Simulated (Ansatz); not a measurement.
# GaN: equation of state with BPBE

The system is GaN.

```
CELL_PARAMETERS angstrom
3.18000 0.00000 0.00000
-1.59000 2.75396 0.00000
0.00000 0.00000 5.16600
ATOMIC_POSITIONS crystal
Ga 0.66667 0.33333 0.50000
Ga 0.33333 0.66667 0.00000
N 0.66667 0.33333 0.87500
N 0.33333 0.66667 0.37500
```

```json
{
 "Program": "Ansatz 0.2.0",
 "Task": "equation of state",
 "Functional": "BPBE",
 "Potentials or basis": "Ansatz PAW",
 "Cutoff": "420 eV",
 "Density cutoff": "1680 eV",
 "k mesh": "10 × 10 × 5",
 "Occupations": "fermi-dirac, width 0.05 eV",
 "Spin": "no spin polarisation"
}
```

```yaml
Equilibrium_volume: 11.73 Å³/atom
Bulk_modulus_at_fixed_shape_and_positions: 173 GPa
Pressure_derivative_of_the_bulk_modulus: 4.4
```

Energy against volume, from the lowest point:
```csv
volume (Å³/atom),energy (meV/atom)
10.632,66.60
10.858,40.47
11.084,21.43
11.310,8.72
11.537,1.79
11.763,0.00
11.989,2.85
```

All runs of the series together: 7.2 s on 2 threads of Intel(R) Xeon(R) 6975P-C (Granite Rapids), on a shared host.

Caveat: the potentials were made for another functional, which shifts forces and pressure; the cell was scaled at fixed shape and fractional positions, which overstates the stiffness of a crystal with free parameters, most of all of layers and chains.
